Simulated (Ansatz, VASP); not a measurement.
## HfC in VASP and in Ansatz

```
Hf C
1.0
     0.00000    2.32500    2.32500
     2.32500    0.00000    2.32500
     2.32500    2.32500    0.00000
Hf C
1 1
Direct
  0.50000 0.50000 0.50000
  0.00000 0.00000 0.00000
```

Alike in both runs: task relaxation of cell and atoms; functional revPBE; k mesh 10 × 10 × 10; occupations fermi-dirac, width 0.05 eV; no spin polarisation.

|  | VASP | Ansatz |
| --- | --- | --- |
| version | VASP 6.6.1 | Ansatz 0.2.0 |
| potentials or method | VASP PAW PBE potentials, release 64 (Hf_pv, C) | Ansatz PAW |
| plane-wave cutoff (eV) | 600 | 420 |
| valence electrons in the cell | 14 | 30 |

|  | VASP | Ansatz | Ansatz less VASP |
| --- | --- | --- | --- |
| gap on the k mesh at the Fermi level, each at its own relaxed structure (eV) | none | none | - |
| relaxed volume (Å³/atom) | 12.70 | 12.74 | +0.048 |
| relaxed cell length with the largest relative difference (Å) | 3.299 | 3.303 | +0.0042 |
| energy change over the relaxation (meV/atom) | -1 | -2 | -0.8 |

A gap of «none» marks a metal or a gap that the smearing closes. The two sets of potentials don't hold the same shells in valence.

Caveats: the PAW data sets were made with another functional, which shifts forces and pressure a little (VASP); the plane-wave basis is chosen anew once the cell has moved, so the energies of steps on either side of that aren't comparable (Ansatz); the PAW data sets come from PBE, with cores solved anew for the run's functional, which leaves a small shift of forces and pressure (Ansatz). Spin-orbit coupling is left out, which matters for the levels of Hf. revPBE gives volumes clearly too large for solids.
